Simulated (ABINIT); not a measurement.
# How the form of the self-energy moves the gap of SiC (Moissanite), part 2 of 2

Aim: compare treatments of exchange, screening and correlation for the gap of SiC (Moissanite).

ABINIT 10.8.3; PBE and many-body steps on it, plane waves. Known limits of the many-body steps: not at the basis limit.

So far. Step 5 (G0W0, Hybertsen-Louie plasmon pole): Against G0W0 in ABINIT (6×6×4 mesh, 180 bands, screening to 228.6 eV, Godby-Needs plasmon pole), the gap moves by +0.110 eV. Step 6 (G0W0, von der Linden-Horsch plasmon pole): Against G0W0 in ABINIT (6×6×4 mesh, 180 bands, screening to 228.6 eV, Godby-Needs plasmon pole), the gap moves by −0.030 eV.

## Step 7: G0W0, Engel-Farid plasmon pole

Level of this step: G0W0 on PBE, plane waves, norm-conserving pseudopotentials (ABINIT).

run.abi

```
acell 3*1.0 Angstrom
rprim 
  3.075999999976 0.000000000005 0.000000000000
  -1.537999999993 2.663894142018 0.000000000000
  0.000000000000 0.000000000000 5.048000000000
ntypat 2
znucl 14 6
natom 4
typat 1 1 2 2
xred 
  0.333333333333 0.666666666667 0.000000000000
  0.666666666667 0.333333333333 0.500000000000
  0.333333333333 0.666666666667 0.385000000000
  0.666666666667 0.333333333333 0.885000000000
pp_dirpath "pseudos"
pseudos "Si.upf, C.upf"
ecut 37
ngkpt 6 6 4
nshiftk 1
shiftk 0 0 0
kptopt 1
chksymbreak 0
istwfk *1
occopt 1
irdwfk 1
optdriver 4
nband 180
gwcalctyp 0
ecutsigx 37
symsigma 1
nkptgw 3
kptgw 
  0.0000000000 0.0000000000 0.0000000000
  0.3333333333 0.3333333333 0.0000000000
  0.5000000000 0.0000000000 0.0000000000
bdgw 
  6 10
  7 10
  7 10
ecuteps 8.4
irdscr 1
ppmodel 4
indata_prefix "in"
outdata_prefix "out"
tmpdata_prefix "tmp"
```

Command:

```
$ OMP_NUM_THREADS=1 mpirun -n 4 abinit run.abi > log
```

The log of the run:

```text
.Version 10.8.3 of ABINIT. v10.8.2 released Aug 2026.

 Symmetries : space group P6_3 m c (#186); Bravais hP (primitive hexag.)
[... echo of the input left out ...]
== DATASET  1 ==================================================================
-   mpi_nproc: 4, omp_nthreads: 1 (-1 if OMP is not activated)

--- !DatasetInfo
iteration_state: {dtset: 1, }
dimensions: {natom: 4, nkpt: 21, mband: 180, nsppol: 1, nspinor: 1, nspden: 1, mpw: 3018, }
cutoff_energies: {ecut:  37.0, pawecutdg:  -1.0, }
[...]
Band     E0 <VxcDFT>   SigX SigC(E0)      Z dSigC/dE  Sig(E)    E-E0       E
[...]
9   9.734 -10.592  -6.058  -4.494   0.832  -0.202 -10.558   0.034   9.768
       10  11.338 -11.767  -6.941  -4.626   0.822  -0.217 -11.603   0.165  11.503

== END DATASET(S) ==============================================================
================================================================================

 -outvars: echo values of variables after computation  --------
           etotal      0.0000000000E+00
            nband         180
             nkpt          21
          spgroup         186
 [... the other variables as echoed above ...]

 Calculation completed.
```

Elapsed: 44 s, on 4 MPI ranks of Arm Neoverse N1, shared host; peak memory 2.1 GiB.

This step gave:

```
G0W0 gap on the points computed              : 3.156 eV
starting gap on the mesh                     : 2.329 eV
k of the valence top                         : 0, 0, 0
k of the conduction bottom                   : 0.3333, 0.3333, 0
least direct G0W0 gap on the computed points : 5.137 eV
```

Against G0W0 in ABINIT (6×6×4 mesh, 180 bands, screening to 228.6 eV, Godby-Needs plasmon pole), the gap moves by +0.138 eV.

## Step 8: One-shot Hartree-Fock

This step: one-shot Hartree-Fock on PBE, plane waves, norm-conserving pseudopotentials.

Changes to run.abi since step 7:

```diff
@@ -26,4 +26,4 @@
 optdriver 4
-nband 180
-gwcalctyp 0
+nband 12
+gwcalctyp 5
 ecutsigx 37
@@ -39,5 +39,4 @@
   7 10
-ecuteps 8.4
-irdscr 1
-ppmodel 4
+ixc_sigma 40
+fftgw 31
 indata_prefix "in"
```

The log of the run:

```text
.Version 10.8.3 of ABINIT. v10.8.2 released Aug 2026.

 Symmetries : space group P6_3 m c (#186); Bravais hP (primitive hexag.)
[... echo of the input left out ...]
== DATASET  1 ==================================================================
-   mpi_nproc: 4, omp_nthreads: 1 (-1 if OMP is not activated)

--- !DatasetInfo
iteration_state: {dtset: 1, }
dimensions: {natom: 4, nkpt: 21, mband: 12, nsppol: 1, nspinor: 1, nspden: 1, mpw: 3018, }
cutoff_energies: {ecut:  37.0, pawecutdg:  -1.0, }
[...]
Band     E0 <VxcDFT>   SigX SigC(E0)      Z dSigC/dE  Sig(E)    E-E0       E
[...]
9   9.734 -10.592  -6.058   0.000   1.000   0.000  -6.058   4.534  14.268
       10  11.338 -11.767  -6.941   0.000   1.000   0.000  -6.941   4.827  16.165

== END DATASET(S) ==============================================================
================================================================================

 -outvars: echo values of variables after computation  --------
           etotal      0.0000000000E+00
            nband          12
             nkpt          21
          spgroup         186
 [... the other variables as echoed above ...]

 Calculation completed.
```

Wall time 4.2 s (4 MPI ranks); peak memory 0.42 GiB.

This step gave:

| Quantity | Value |
| --- | --- |
| quasiparticle gap on the points computed | 9.036 eV |
| starting gap on the mesh | 2.329 eV |
| k of the valence top | 0, 0, 0 |
| k of the conduction bottom | 0.3333, 0.3333, 0 |
| least direct quasiparticle gap on the computed points | 11.77 eV |

Against G0W0 in ABINIT (6×6×4 mesh, 180 bands, screening to 228.6 eV, Godby-Needs plasmon pole), the gap moves by +6.018 eV.

## Step 9: Screening, 6×6×4 mesh, 180 bands, screening to 228.6 eV

This step: RPA screening on PBE, plane waves, norm-conserving pseudopotentials.

Changes to run.abi since step 8:

```diff
@@ -25,18 +25,14 @@
 irdwfk 1
-optdriver 4
-nband 12
-gwcalctyp 5
-ecutsigx 37
-symsigma 1
-nkptgw 3
-kptgw 
-  0.0000000000 0.0000000000 0.0000000000
-  0.3333333333 0.3333333333 0.0000000000
-  0.5000000000 0.0000000000 0.0000000000
-bdgw 
-  6 10
-  7 10
-  7 10
-ixc_sigma 40
-fftgw 31
+optdriver 3
+nband 180
+ecuteps 8.4
+inclvkb 2
+awtr 1
+symchi 1
+gwcalctyp 2
+nfreqre 16
+freqremax 40 eV
+nfreqim 8
+spmeth 1
+nomegasf 120
 indata_prefix "in"
```

The log of the run:

```text
.Version 10.8.3 of ABINIT. v10.8.2 released Aug 2026.

 Symmetries : space group P6_3 m c (#186); Bravais hP (primitive hexag.)
[... echo of the input left out ...]
== DATASET  1 ==================================================================
-   mpi_nproc: 4, omp_nthreads: 1 (-1 if OMP is not activated)

--- !DatasetInfo
iteration_state: {dtset: 1, }
dimensions: {natom: 4, nkpt: 21, mband: 180, nsppol: 1, nspinor: 1, nspden: 1, mpw: 3018, }
cutoff_energies: {ecut:  37.0, pawecutdg:  -1.0, }
electrons: {nelect:   1.60000000E+01, charge:   0.00000000E+00, occopt:   1.00000000E+00, tsmear:   1.00000000E-02, }

 SCREENING: Calculation of the susceptibility and dielectric matrices

 Based on a program developped by R.W. Godby, V. Olevano, G. Onida, and L. Reining.
 Incorporated in ABINIT by V. Olevano, G.-M. Rignanese, and M. Torrent.
.Using double precision arithmetic ; gwpc =  8

[... cell and pseudopotentials left out ...]
--------------------------------------------------------------------------------

 ==== K-mesh for the wavefunctions ====
 Number of points in the irreducible wedge :    21
[... list of points left out ...]
 Together with 12 symmetry operations and time-reversal symmetry
 yields   144 points in the full Brillouin Zone.

 ==== Q-mesh for the screening function ====
 Number of points in the irreducible wedge :    21
[... list of points left out ...]
 Together with 12 symmetry operations and time-reversal symmetry
 yields   144 points in the full Brillouin Zone.

 setmesh: FFT mesh size selected  =    24x   24x   40
          total number of points  =        23040

 vcoul_init : cutoff-mode = AUXILIARY_FUNCTION
 q-points for optical limit:   1
     1)      0.000010    0.000020    0.000030

- screening: taking advantage of time-reversal symmetry
- Maximum band index for partially occupied states nbvw = 8
- Remaining bands to be divided among processors   nbcw = 172
- Number of bands treated by each node ~43

 Number of electrons calculated from density =   16.0000; Expected =   16.0000
 average of density, n =  0.057319
 r_s =    1.6089
 omega_plasma =   23.0944 [eV]

 calculating chi0 at frequencies [eV] :
  1    0.000000E+00    0.000000E+00
  2    2.666667E+00    0.000000E+00
  3    5.333333E+00    0.000000E+00
[...]
23    0.000000E+00    5.881732E+01
 24    0.000000E+00    8.281543E+01

--------------------------------------------------------------------------------
  q-point number  1        q = ( 0.000000, 0.000000, 0.000000) [r.l.u.]
--------------------------------------------------------------------------------
[... chi0 elements left out ...]
  [... further frequencies ...]

 No. of calculated frequencies >  15, stop printing
 For q-point:  0.000010 0.000020 0.000030
  dielectric constant =   6.9096
  dielectric constant without local fields =   7.5719

  Average fulfillment of the sum rule on Im[epsilon] for q-point    1 :     91.89  [%]
[... wings left out ...]
  q-point number  2        q = ( 0.166667, 0.000000, 0.000000) [r.l.u.]
--------------------------------------------------------------------------------
[... chi0 elements left out ...]
  [... further frequencies ...]

 No. of calculated frequencies >  15, stop printing
  Average fulfillment of the sum rule on Im[epsilon] for q-point    2 :     95.03  [%]

 [... 19 further q-points ...]
```

Run time: 18 min. Hardware: 4 MPI ranks; peak memory 2.5 GiB; 71 min of CPU time.

Numbers from this step:

```yaml
eps_infinity_with_local_fields_on_this_mesh_along_the_program_s_q_direction: 6.910
the_same_without_local_fields: 7.572
plasma_frequency: 23.09 eV
plane_waves_in_the_screening_matrix: 313
```

## Step 10: G0W0, contour deformation

This step: G0W0 on PBE, plane waves, norm-conserving pseudopotentials.

Changes to run.abi since step 9:

```diff
@@ -25,14 +25,18 @@
 irdwfk 1
-optdriver 3
+optdriver 4
 nband 180
+gwcalctyp 2
+ecutsigx 37
+symsigma 1
+nkptgw 3
+kptgw 
+  0.0000000000 0.0000000000 0.0000000000
+  0.3333333333 0.3333333333 0.0000000000
+  0.5000000000 0.0000000000 0.0000000000
+bdgw 
+  6 10
+  7 10
+  7 10
 ecuteps 8.4
-inclvkb 2
-awtr 1
-symchi 1
-gwcalctyp 2
-nfreqre 16
-freqremax 40 eV
-nfreqim 8
-spmeth 1
-nomegasf 120
+irdscr 1
 indata_prefix "in"
```

The log of the run:

```text
.Version 10.8.3 of ABINIT. v10.8.2 released Aug 2026.

 Symmetries : space group P6_3 m c (#186); Bravais hP (primitive hexag.)
[... echo of the input left out ...]
== DATASET  1 ==================================================================
-   mpi_nproc: 4, omp_nthreads: 1 (-1 if OMP is not activated)

--- !DatasetInfo
iteration_state: {dtset: 1, }
dimensions: {natom: 4, nkpt: 21, mband: 180, nsppol: 1, nspinor: 1, nspden: 1, mpw: 3018, }
cutoff_energies: {ecut:  37.0, pawecutdg:  -1.0, }
[...]
Band     E0 <VxcDFT>   SigX SigC(E0)      Z dSigC/dE  Sig(E)    E-E0       E
[...]
10  11.338 -11.767  -6.941  -4.395   0.802  -0.247 -11.421   0.346  11.684
       10   0.000   0.000   0.000  -0.000   0.000   0.000  -0.000  -0.000  -0.000

== END DATASET(S) ==============================================================
================================================================================

 -outvars: echo values of variables after computation  --------
           etotal      0.0000000000E+00
            nband         180
             nkpt          21
          spgroup         186
 [... the other variables as echoed above ...]

 Calculation completed.
```

Run time: 82 s. Hardware: 4 MPI ranks; peak memory 3.3 GiB.

This step gave:

- G0W0 gap on the points computed: 3.083 eV
- starting gap on the mesh: 2.329 eV
- k of the valence top: 0, 0, 0
- k of the conduction bottom: 0.3333, 0.3333, 0
- least direct G0W0 gap on the computed points: 5.062 eV

Against G0W0 in ABINIT (6×6×4 mesh, 180 bands, screening to 228.6 eV, Godby-Needs plasmon pole), the gap moves by +0.065 eV.

## Step 11: Screening, 6×6×4 mesh, 180 bands, screening to 228.6 eV

This step: RPA screening on PBE, plane waves, norm-conserving pseudopotentials.

Changes to run.abi since step 10:

```diff
@@ -25,18 +25,11 @@
 irdwfk 1
-optdriver 4
+optdriver 3
 nband 180
-gwcalctyp 2
-ecutsigx 37
-symsigma 1
-nkptgw 3
-kptgw 
-  0.0000000000 0.0000000000 0.0000000000
-  0.3333333333 0.3333333333 0.0000000000
-  0.5000000000 0.0000000000 0.0000000000
-bdgw 
-  6 10
-  7 10
-  7 10
 ecuteps 8.4
-irdscr 1
+inclvkb 2
+awtr 1
+symchi 1
+gwcalctyp 1
+nfreqre 0
+nfreqim 16
 indata_prefix "in"
```

The log of the run:

```text
.Version 10.8.3 of ABINIT. v10.8.2 released Aug 2026.

 Symmetries : space group P6_3 m c (#186); Bravais hP (primitive hexag.)
[... echo of the input left out ...]
== DATASET  1 ==================================================================
-   mpi_nproc: 4, omp_nthreads: 1 (-1 if OMP is not activated)

--- !DatasetInfo
iteration_state: {dtset: 1, }
dimensions: {natom: 4, nkpt: 21, mband: 180, nsppol: 1, nspinor: 1, nspden: 1, mpw: 3018, }
cutoff_energies: {ecut:  37.0, pawecutdg:  -1.0, }
[...]
No. of calculated frequencies >  15, stop printing
 For q-point:  0.000010 0.000020 0.000030
  dielectric constant =   6.8425
  dielectric constant without local fields =   7.4944

  Average fulfillment of the sum rule on Im[epsilon] for q-point    1 :     91.89  [%]
[... wings left out ...]
  q-point number  2        q = ( 0.166667, 0.000000, 0.000000) [r.l.u.]
--------------------------------------------------------------------------------
[... chi0 elements left out ...]
  [... further frequencies ...]

 No. of calculated frequencies >  15, stop printing
  Average fulfillment of the sum rule on Im[epsilon] for q-point    2 :     95.03  [%]

 [... 19 further q-points ...]
```

Run time: 36 min. Hardware: 4 MPI ranks; peak memory 2.2 GiB.

Numbers from this step:

```
ε∞ with local fields, on this mesh, along the program's q direction : 6.843
the same without local fields                                       : 7.494
plasma frequency                                                    : 23.09 eV
plane waves in the screening matrix                                 : 313
```

## Step 12: G0W0, analytic continuation

This step: G0W0 on PBE, plane waves, norm-conserving pseudopotentials.

Changes to run.abi since step 11:

```diff
@@ -25,11 +25,20 @@
 irdwfk 1
-optdriver 3
+optdriver 4
 nband 180
+gwcalctyp 1
+ecutsigx 37
+symsigma 1
+nkptgw 3
+kptgw 
+  0.0000000000 0.0000000000 0.0000000000
+  0.3333333333 0.3333333333 0.0000000000
+  0.5000000000 0.0000000000 0.0000000000
+bdgw 
+  6 10
+  7 10
+  7 10
 ecuteps 8.4
-inclvkb 2
-awtr 1
-symchi 1
-gwcalctyp 1
-nfreqre 0
-nfreqim 16
+irdscr 1
+nomegasi 12
+omegasimax 25 eV
 indata_prefix "in"
```

The log of the run:

```text
.Version 10.8.3 of ABINIT. v10.8.2 released Aug 2026.

 Symmetries : space group P6_3 m c (#186); Bravais hP (primitive hexag.)
[... echo of the input left out ...]
== DATASET  1 ==================================================================
-   mpi_nproc: 4, omp_nthreads: 1 (-1 if OMP is not activated)

--- !DatasetInfo
iteration_state: {dtset: 1, }
dimensions: {natom: 4, nkpt: 21, mband: 180, nsppol: 1, nspinor: 1, nspden: 1, mpw: 3018, }
cutoff_energies: {ecut:  37.0, pawecutdg:  -1.0, }
[...]
Band     E0 <VxcDFT>   SigX SigC(E0)      Z dSigC/dE  Sig(E)    E-E0       E
[...]
10   3.035 -11.767  -6.941  -4.457   0.801  -0.249 -11.472   0.295   3.330
       10   0.000   0.000   0.000  -0.026  -0.016  -0.026  -0.028  -0.028  -0.028

== END DATASET(S) ==============================================================
================================================================================

 -outvars: echo values of variables after computation  --------
           etotal      0.0000000000E+00
            nband         180
             nkpt          21
          spgroup         186
 [... the other variables as echoed above ...]

 Calculation completed.
```

Run time: 1.9 min. Hardware: 4 MPI ranks; peak memory 2.9 GiB.

Numbers from this step:

```yaml
g0w0_gap_on_the_points_computed: 3.100 eV
starting_gap_on_the_mesh: 2.329 eV
k_of_the_valence_top: 0, 0, 0
k_of_the_conduction_bottom: 0.3333, 0.3333, 0
least_direct_g0w0_gap_on_the_computed_points: 5.136 eV
```

Against G0W0 in ABINIT (6×6×4 mesh, 180 bands, screening to 228.6 eV, Godby-Needs plasmon pole), the gap moves by +0.082 eV.

## Step 13: Side by side

Times are wall times on 4 MPI ranks of Arm Neoverse N1, shared host, good to a factor of about two. A run's time includes the screening step that it read.

```
                                     run   mesh  bands  screening cutoff (eV)  DFT gap (eV)  gap on the mesh (eV)  direct (eV)  ε∞ used     time
          G0W0, Godby-Needs plasmon pole  6×6×4    180                  228.6         2.329                 3.018        5.014     6.84   11 min
      G0W0, Hybertsen-Louie plasmon pole  6×6×4    180                  228.6         2.329                 3.128        5.142     6.84   11 min
G0W0, von der Linden-Horsch plasmon pole  6×6×4    180                  228.6         2.329                 2.988        5.008     6.84  9.4 min
          G0W0, Engel-Farid plasmon pole  6×6×4    180                  228.6         2.329                 3.156        5.137     6.84  9.4 min
                   one-shot Hartree-Fock  6×6×4      -                      -         2.329                 9.036       11.771        -    4.2 s
               G0W0, contour deformation  6×6×4    180                  228.6         2.329                 3.083        5.062     6.91   19 min
             G0W0, analytic continuation  6×6×4    180                  228.6         2.329                 3.100        5.136     6.84   38 min
```

## Step 14: Summary of results

- G0W0, Godby-Needs plasmon pole: 3.018 eV
- G0W0, Hybertsen-Louie plasmon pole: 3.128 eV
- G0W0, von der Linden-Horsch plasmon pole: 2.988 eV
- G0W0, Engel-Farid plasmon pole: 3.156 eV
- one-shot Hartree-Fock: 9.036 eV
- G0W0, contour deformation: 3.083 eV
- G0W0, analytic continuation: 3.100 eV
- known limits: not at the basis limit

G0W0, Hybertsen-Louie plasmon pole: +0.110 eV against G0W0, Godby-Needs plasmon pole. G0W0, von der Linden-Horsch plasmon pole: −0.030 eV against G0W0, Godby-Needs plasmon pole. G0W0, Engel-Farid plasmon pole: +0.138 eV against G0W0, Godby-Needs plasmon pole. One-shot Hartree-Fock: +6.018 eV against G0W0, Godby-Needs plasmon pole. G0W0, contour deformation: +0.065 eV against G0W0, Godby-Needs plasmon pole. G0W0, analytic continuation: +0.082 eV against G0W0, Godby-Needs plasmon pole. Bare exchange alone opens the gap to 9.04 eV; against G0W0, correlation takes back 6.02 eV. Against experiment, by G0W0, Godby-Needs plasmon pole: the gap of 3.02 eV lies −0.31 eV from the measured 3.33 eV (kind not stated, quoted 2020). These are gaps on the mesh, at modest bands and cutoff. The calculation has static nuclei and no excitons; a measured gap holds zero-point and thermal motion, which mostly lowers it. Bands and cutoff are finite, so the gap is not at the basis limit. The miss can reach some tenths of an eV and take either sign; the mesh is an error of its own. In the G0W0 runs levels were corrected at 3 k points alone, so a gap called «on the mesh» is the least over those, and an edge elsewhere would be missed.

[Paths, hosts, dates, memory and timing lines, banners, echoed tables and standing remarks are left out of the program output.]

[Logs are printed without paths, hosts, clocks, repeated set-up lines and the standing remarks that a program may print on its own settings, such as how far it seeks lower states.]

[Runs of the session that timed out or met a known fault of the program may be left out.]

[Hosts, paths, dates, database ids (printed as entryN), source tags and the programs' standing remarks are cut or masked in the printed files.]

[G0W0 gaps are taken among the corrected bands and points alone; a level outside them can change the order at an edge.]

[Where Ansatz stands beside ABINIT at settings called matched, ABINIT's density can come from a denser mesh and the files from another edition; pairs whose starting gaps differed by over 0.03 eV were left out, so agreement reads better than it is.]
